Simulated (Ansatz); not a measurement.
Runs of Ansatz 0.2.0 on Pd. The structure is cubic, space group Fm-3m (No. 225). Conventional cell: a = 3.893 Å, b = 3.893 Å, c = 3.893 Å, α = 90.00°, β = 90.00°, γ = 90.00°. Pd (site symmetry m-3m) has 12 Pd at 2.75 Å as nearest neighbours. 

```csv
task,level,cell,k mesh,cutoff (eV),smearing,basis error allowed,gap on the mesh (eV),pressure (GPa),relaxed volume (Å³/atom)
single point,PBE,as given,12 × 12 × 12,266,gaussian 0.023 eV,0.001 eV/atom,none,6.8,-
relaxation of cell and atoms,revPBE,relaxed,12 × 12 × 12,-,fermi-dirac 0.05 eV,0.001 eV/atom,-,0.0,15.61
single point,PBE,as given,8 × 8 × 8,247,fermi-dirac 0.03 eV,0.002 eV/atom,none,(b),-
band structure,BLYP,as given,12 × 12 × 12,266,fermi-dirac 0.05 eV,0.001 eV/atom,-,(a),-
single point,PBE,as given,12 × 12 × 12,266,gaussian 0.021 eV,0.001 eV/atom,none,6.8,-
relaxation of cell and atoms,PBE+D4,relaxed,12 × 12 × 12,-,fermi-dirac 0.05 eV,0.001 eV/atom,-,0.0,14.89
single point,PBE,as given,12 × 12 × 12,266,gaussian 0.1 eV,0.001 eV/atom,none,6.8,-
relaxation of cell and atoms,PBEsol+D3(BJ),relaxed,12 × 12 × 12,-,fermi-dirac 0.05 eV,0.001 eV/atom,-,0.0,14.05
```

Alike in all rows: potentials or basis all-electron LAPW, scalar-relativistic; no spin polarisation.

Task: Fill in the values left out.

Result: (a) 18.1; (b) 7.9.

Caveats: the k mesh is thin for a metal, which can move the energy by tens of meV per atom (some runs); so large a pressure means that the cell lies far from this level's equilibrium, or that cutoff or potentials fall short (some runs).

A k mesh can miss the band edges, and the runs leave out spin-orbit coupling on Pd.

A gap of «none» marks a metal or a gap under the smearing width.

Not every run made on this cell is shown here.
